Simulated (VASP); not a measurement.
# TaN (P6_3/mmc) in VASP: reference runs

Aim: a first look at TaN with PBE, on the cell as given and on a disturbed one.

All numbers are computed with VASP 6.6.1; they aren't measurements. Logs are shortened: lines on timing, memory, paths and dates and some standing lists are left out, and cuts for length are marked.

### Step 1. The crystal as given

Symmetry: P6_3/mmc, No. 194, hexagonal system. Conventional cell: a = 2.922 Å, b = 2.922 Å, c = 5.917 Å, α = 90.00°, β = 90.00°, γ = 120.00°. Ta (site symmetry -3m) has 6 N at 2.24 Å as nearest neighbours. N (site symmetry -6m2) is surrounded by 6 Ta at 2.24 Å.

The cell comes from a database or a generator and needn't be the stable form of this composition.

### Step 2. Single point, PBE

Input file INCAR:

```
ALGO = Normal
EDIFF = 1E-7
ENCUT = 520
GGA = PE
ISIF = 2
ISMEAR = -1
LASPH = True
LCHARG = False
LREAL = False
LWAVE = False
NBANDS = 24
NELM = 100
PREC = Accurate
SIGMA = 0.05
```

Input file KPOINTS:

```
k-points
0
Gamma
  10 10 5
```

Input file POSCAR:

```
TaN
1.0
    2.9217699809      0.0000000000      0.0000000000
   -1.4608849905      2.5303270275      0.0000000000
    0.0000000000      0.0000000000      5.9165150000
Ta N
2 2
Direct
    0.0000000000      0.0000000000      0.5000000000
    0.0000000000      0.0000000000      0.0000000000
    0.3333333333      0.6666666667      0.2500000000
    0.6666666667      0.3333333333      0.7500000000
```

Potentials or basis: VASP PAW PBE potentials, release 64 (Ta_pv, N).

Command:

```console
cat potpaw_PBE.64/Ta_pv/POTCAR potpaw_PBE.64/N/POTCAR > POTCAR
mpirun -np 1 vasp_std > vasp.out
```

OUTCAR:

```text
EDIFF = 1E-7
   ENCUT = 520
   GGA = PE
   ISIF = 2
   ISMEAR = -1
   LASPH = True
   LREAL = False
   NELM = 100
   PREC = Accurate

 ion  position               nearest neighbor table
   1  0.000  0.000  0.500-   3 2.24   4 2.24   4 2.24   3 2.24   4 2.24   3 2.24   2 2.96   2 2.96

   2  0.000  0.000  0.000-   3 2.24   4 2.24   4 2.24   3 2.24   4 2.24   3 2.24   1 2.96   1 2.96

   3  0.333  0.667  0.250-   1 2.24   2 2.24   1 2.24   2 2.24   1 2.24   2 2.24
   4  0.667  0.333  0.750-   1 2.24   2 2.24   1 2.24   2 2.24   1 2.24   2 2.24

  LATTYP: Found a hexagonal cell.
 ALAT       =     2.9217699809
 C/A-ratio  =     2.0249763119

  Lattice vectors:

 A1 = (   2.9217699809,   0.0000000000,   0.0000000000)
 A2 = (  -1.4608849905,   2.5303270275,   0.0000000000)
 A3 = (   0.0000000000,   0.0000000000,   5.9165150000)

Analysis of symmetry for initial positions (statically):
=====================================================================
 Subroutine PRICEL returns:
 Original cell was already a primitive cell.

 Routine SETGRP: Setting up the symmetry group for a
 hexagonal supercell.

 Subroutine GETGRP returns: Found 24 space group operations
 (whereof 12 operations were pure point group operations)
 out of a pool of 24 trial point group operations.

The static configuration has the point symmetry D_3d.
 The point group associated with its full space group is D_6h.

Analysis of symmetry for dynamics (positions and initial velocities):
=====================================================================
 Subroutine PRICEL returns:
 Original cell was already a primitive cell.

 Routine SETGRP: Setting up the symmetry group for a
 hexagonal supercell.

 Subroutine GETGRP returns: Found 24 space group operations
 (whereof 12 operations were pure point group operations)
 out of a pool of 24 trial point group operations.

The dynamic configuration has the point symmetry D_3d.
 The point group associated with its full space group is D_6h.

 Subroutine INISYM returns: Found 24 space group operations
 (whereof 12 operations are pure point group operations),
 and found     1 'primitive' translations

----------------------------------------------------------------------------------------

                                     Primitive cell

  volume of cell :      43.7410

  direct lattice vectors                    reciprocal lattice vectors
     2.921769981  0.000000000  0.000000000     0.342258291  0.197602916  0.000000000
    -1.460884991  2.530327027  0.000000000     0.000000000  0.395205833  0.000000000
     0.000000000  0.000000000  5.916515000     0.000000000  0.000000000  0.169018417

  length of vectors
     2.921769981  2.921769981  5.916515000     0.395205833  0.395205833  0.169018417

  position of ions in fractional coordinates (direct lattice)
     0.000000000  0.000000000  0.500000000
     0.000000000  0.000000000  0.000000000
     0.333333333  0.666666667  0.250000000
     0.666666667  0.333333333  0.750000000

  ion indices of the primitive-cell ions
   primitive index   ion index
                 1           1
                 2           2
                 3           3
                 4           4

----------------------------------------------------------------------------------------

 KPOINTS: k-points

Automatic generation of k-mesh.
 Grid dimensions read from file:
 generate k-points for:   10   10    5

 Generating k-lattice:

  Cartesian coordinates                     Fractional coordinates (reciprocal lattice)
     0.034225829  0.019760292  0.000000000     0.100000000  0.000000000  0.000000000
     0.000000000  0.039520583  0.000000000     0.000000000  0.100000000  0.000000000
     0.000000000  0.000000000  0.033803683     0.000000000  0.000000000  0.200000000

  Length of vectors
     0.039520583  0.039520583  0.033803683

  Shift w.r.t. Gamma in fractional coordinates (k-lattice)
     0.000000000  0.000000000  0.000000000

 Subroutine IBZKPT returns following result:
 ===========================================

 Found     42 irreducible k-points:

 Following reciprocal coordinates:
            Coordinates               Weight
  0.000000  0.000000  0.000000      1.000000
  0.100000  0.000000  0.000000      6.000000
  0.200000  0.000000  0.000000      6.000000
  0.300000  0.000000  0.000000      6.000000
  0.400000  0.000000  0.000000      6.000000
  0.500000  0.000000  0.000000      3.000000
[... 16 lines left out ...]
  0.300000  0.100000  0.200000     24.000000
  0.400000  0.100000  0.200000     24.000000
 [... further k-points ...]
   k-points           NKPTS =     42   k-points in BZ     NKDIM =     42   number of bands    NBANDS=     24
   number of dos      NEDOS =    301   number of ions     NIONS =      4
   total plane-waves  NPLWV =  27648
   dimension x,y,z NGX =    24 NGY =   24 NGZ =   48
   dimension x,y,z NGXF=    48 NGYF=   48 NGZF=   96
   ions per type =               2   2
   NGX,Y,Z   is equivalent  to a cutoff of  13.66, 13.66, 13.49 a.u.
   NGXF,Y,Z  is equivalent  to a cutoff of  27.31, 27.31, 26.97 a.u.
 SYSTEM =  unknown system
   PREC   = accura    normal or accurate (medium, high low for compatibility)
   ISTART =      0    job   : 0-new  1-cont  2-samecut
   ICHARG =      2    charge: 1-file 2-atom 10-const
   ISPIN  =      1    spin polarized calculation?
   LNONCOLLINEAR =      F non collinear calculations
   LSORBIT =      F    spin-orbit coupling
   LASPH  =      T    aspherical Exc in radial PAW
   ENCUT  =  520.0 eV  38.22 Ry    6.18 a.u.   5.43  5.43 11.00*2*pi/ulx,y,z
   NELM   =    100;   NELMIN=  2; NELMDL= -5     # of ELM steps
   EDIFF  = 0.1E-06   stopping-criterion for ELM
   LREAL  =      F    real-space projection
   EDIFFG = 0.1E-05   stopping-criterion for IOM
   NSW    =      0    number of steps for IOM
   IBRION =     -1    ionic relax: 0-MD 1-quasi-New 2-CG
   NFREE  =      0    steps in history (QN), initial steepest desc. (CG)
   ISIF   =      2    stress and relaxation
   ISYM   =      2    0-nonsym 1-usesym 2-fastsym
   POTIM  = 0.5000    time-step for ionic-motion
   TEBEG  =    0.0;   TEEND  =   0.0 temperature during run
   PSTRESS=    0.0 pullay stress
   NELECT =      32.0000    total number of electrons
   NUPDOWN=      -1.0000    fix difference up-down
   EMIN   =  10.00;   EMAX   =-10.00  energy-range for DOS
   EFERMI =   0.00;   METHOD = LEGACY
   ISMEAR =    -1;   SIGMA  =   0.05  broadening in eV -4-tet -1-fermi 0-gaus
   EFERMI_NEDOS =   21; number of points for ismear=-14 and -15
   IALGO  =     38    algorithm
   IMIX   =      4    mixing-type and parameters
     AMIX     =   0.40;   BMIX     =  1.00
     AMIX_MAG =   1.60;   BMIX_MAG =  1.00
  volume/ion in A,a.u.               =      10.94        73.79
  Fermi-wavevector in a.u.,A,eV,Ry     =   1.475124  2.787581 29.606163  2.175992
  Thomas-Fermi vector in A             =   2.589812
   LORBIT       =      0    0 simple, 1 ext, 2 COOP (PROOUT), +10 PAW based schemes
   GGA     = PE    functional components
   LHFCALC =     F    Hartree Fock is set to
   AEXX    =    0.0000 exact exchange contribution
   IVDW    =     0    specifies the selected vdW correction
   LEPSILON=     F    determine dielectric tensor
   LRPA    =     F    only Hartree local field effects (RPA)
 non-spin polarized calculation
  energy-cutoff  :      520.00
  volume of cell :       43.74
 maximum number of plane-waves:      1223
 NGX is ok and might be reduce to    24
   NGX = 11   NGY = 11   NGZ = 23

 number of electron      32.0000005 magnetization

 Free energy of the ion-electron system (eV)
  ---------------------------------------------------
  ext. energy  EPLUGINS =         0.00000000
  ---------------------------------------------------
  free energy    TOTEN  =       -44.02864767 eV

  energy without entropy =      -44.01854352  energy(sigma->0) =      -44.02359559

 E-fermi :   8.1171     XC(G=0): -13.2676

 val. band max:        8.0829498297   @ k =   0.1000   0.1000   0.4000
 cond. band min:       8.1267371498   @ k =   0.1000   0.0000   0.2000
 fundamental gap:      0.0437873201
 Fermi energy:         8.1171227224

 k-point     1 :       0.0000    0.0000    0.0000
  band No.  band energies     occupation
      1     -27.4979      2.00000
      2     -26.7551      2.00000
      3     -26.5035      2.00000
      4     -26.5035      2.00000
      5     -26.4430      2.00000
      6     -26.4430      2.00000
[... 16 lines left out ...]
     23      12.0418      0.00000
     24      14.0606      0.00000

 k-point     2 :       0.1000    0.0000    0.0000
  band No.  band energies     occupation
      1     -27.4733      2.00000
      2     -26.7407      2.00000
      3     -26.6133      2.00000
      4     -26.5438      2.00000
      5     -26.5271      2.00000
      6     -26.4651      2.00000
[... 16 lines left out ...]
     23      12.1882      0.00000
     24      13.7350      0.00000

 k-point     3 :       0.2000    0.0000    0.0000
  band No.  band energies     occupation
      1     -27.4086      2.00000
      2     -26.8916      2.00000
      3     -26.8011      2.00000
      4     -26.7024      2.00000
      5     -26.5883      2.00000
      6     -26.5227      2.00000
[... 16 lines left out ...]
     23      12.9525      0.00000
     24      13.9753      0.00000

 k-point     4 :       0.3000    0.0000    0.0000
  band No.  band energies     occupation
      1     -27.3291      2.00000
      2     -27.2173      2.00000
      3     -27.1060      2.00000
      4     -26.6628      2.00000
      5     -26.6550      2.00000
      6     -26.5929      2.00000
[... 16 lines left out ...]
     23      13.9761      0.00000
     24      15.0463      0.00000

 k-point     5 :       0.4000    0.0000    0.0000
  band No.  band energies     occupation
      1     -27.4744      2.00000
      2     -27.3433      2.00000
      3     -27.2582      2.00000
      4     -26.7224      2.00000
      5     -26.6490      2.00000
      6     -26.6163      2.00000
[... 451 lines left out ...]
 k-point    22 :       0.2000    0.1000    0.2000
  band No.  band energies     occupation
      1     -27.2947      2.00000
      2     -27.0729      2.00000
      3     -26.9869      2.00000
      4     -26.7396      2.00000
      5     -26.6585      2.00000
      6     -26.6012      2.00000
[... 16 lines left out ...]
     23      13.4014      0.00000
     24      14.5319      0.00000

 k-point    23 :       0.3000    0.1000    0.2000
  band No.  band energies     occupation
      1     -27.3422      2.00000
      2     -27.2483      2.00000
      3     -27.2137      2.00000
      4     -26.7454      2.00000
      5     -26.6952      2.00000
      6     -26.6820      2.00000
[... 16 lines left out ...]
     23      14.0950      0.00000
     24      15.0517      0.00000

 k-point    24 :       0.4000    0.1000    0.2000
  band No.  band energies     occupation
      1     -27.5016      2.00000
      2     -27.3946      2.00000
      3     -27.1756      2.00000
      4     -26.7986      2.00000
      5     -26.7342      2.00000
      6     -26.6646      2.00000
[... 16 lines left out ...]
     23      14.3271      0.00000
     24      15.7121      0.00000

 [... further k-points ...]
[... 5 lines left out ...]
  --------------------------------------------------------------------------------------
  -------------------------------------------------------------------------------------
  Total       -0.1186760     -0.1186760     -0.0613911      0.0000000      0.0000000      0.0000000
  in kB       -4.3469511     -4.3469511     -2.2486787      0.0000000      0.0000000      0.0000000
  external PRESSURE =      -3.6475270 kB  Pullay stress =       0.0000000 kB

 VOLUME and BASIS-vectors are now :
 -----------------------------------------------------------------------------
  energy-cutoff  :      520.00
  volume of cell :       43.74
      direct lattice vectors                 reciprocal lattice vectors
     2.921769981  0.000000000  0.000000000     0.342258291  0.197602916  0.000000000
    -1.460884991  2.530327027  0.000000000     0.000000000  0.395205833  0.000000000
     0.000000000  0.000000000  5.916515000     0.000000000  0.000000000  0.169018417

 POSITION                                       TOTAL-FORCE (eV/Angst)
 -----------------------------------------------------------------------------------
      0.00000      0.00000      2.95826        -0.000000      0.000000      0.000000
      0.00000      0.00000      0.00000         0.000000      0.000000      0.000000
     -0.00000      1.68688      1.47913        -0.000000     -0.000000     -0.000000
      1.46088      0.84344      4.43739         0.000000      0.000000      0.000000
 -----------------------------------------------------------------------------------
    total drift:                               -0.000000      0.000000      0.000000

  FREE ENERGIE OF THE ION-ELECTRON SYSTEM (eV)
  ---------------------------------------------------
  free  energy   TOTEN  =       -44.0286476677 eV

  energy  without entropy=      -44.0185435222  energy(sigma->0) =      -44.02359559
```

It took 42 s on 1 thread of Intel Xeon Platinum 8488C (Sapphire Rapids), shared host; peak memory 0.19 GiB.

Results:

| Quantity | Value |
| --- | --- |
| Free energy | -44.0286 eV |
| Pressure | -0.4 GPa |
| Band gap on the k mesh | none (metal or under the smearing width) |

The run has no spin-orbit coupling, so splittings on Ta are missing.

### Step 3. Single point, PBE (atoms moved at random, drawn with an rms of 0.05 Å)

Input file INCAR:

```
SYSTEM = TaN
PREC = Accurate
ENCUT = 520
EDIFF = 1E-7
ISMEAR = -1
SIGMA = 0.05
LREAL = .False.
LASPH = .True.
NELM = 100
ALGO = Normal
ISIF = 2
LWAVE = .False.
LCHARG = .False.
GGA = PE
NBANDS = 24
```

Input file KPOINTS:

```
regular mesh
0
Gamma
  10 10 5
  0 0 0
```

Input file POSCAR:

```
TaN
1.0
    2.9217699809      0.0000000000      0.0000000000
   -1.4608849905      2.5303270275      0.0000000000
    0.0000000000      0.0000000000      5.9165150000
Ta N
2 2
Direct
   -0.0090490000     -0.0121400000      0.4957860000
   -0.0003800000      0.0103050000      0.0053960000
    0.3250750000      0.6762310000      0.2604020000
    0.6462400000      0.3165870000      0.7589650000
```

Potentials or basis: VASP PAW PBE potentials, release 64 (Ta_pv, N).

Command:

```console
cat potpaw_PBE.64/Ta_pv/POTCAR potpaw_PBE.64/N/POTCAR > POTCAR
mpirun -np 1 vasp_std > vasp.out
```

It took 3.7 min on 1 thread of Intel Xeon Platinum 8488C (Sapphire Rapids), shared host; peak memory 0.34 GiB.

The run converged. Its results:

```yaml
Free_energy: -43.9319 eV
Pressure: 0.9 GPa
Largest_force: 1.869 eV/Å
Band_gap_on_the_k_mesh: none (metal or under the smearing width)
```

Forces in eV/Å, atoms in the order of the input:
```
Ta  -0.279  0.430  1.797
Ta  -0.156 -0.438 -0.560
N    0.270 -0.428 -0.757
N    0.165  0.436 -0.480
```

Stress tensor (GPa, compression positive):
```
 2.42 -0.39 -0.68
-0.39 -1.27  0.30
-0.68  0.30  1.54
```

Levels at points of the mesh, in eV from the Fermi level:
| k point | band 13 | band 14 | band 15 | band 16 | band 17 | band 18 | band 19 | band 20 |
| --- | --- | --- | --- | --- | --- | --- | --- | --- |
| (0.00, 0.00, 0.00) | -3.33 | -2.06 | -2.04 | -0.16 | -0.15 | 0.47 | 0.66 | 2.36 |
| (0.50, 0.00, 0.00) | -4.23 | -3.60 | -2.83 | -2.08 | 2.85 | 3.89 | 4.78 | 5.08 |
| (0.00, 0.50, 0.00) | -4.28 | -3.52 | -2.78 | -1.96 | 2.85 | 3.93 | 4.77 | 4.97 |
| (0.50, 0.50, 0.00) | -4.22 | -3.65 | -2.80 | -2.12 | 2.86 | 3.87 | 4.78 | 5.10 |

Spin-orbit coupling is left out, which matters for the levels of Ta.
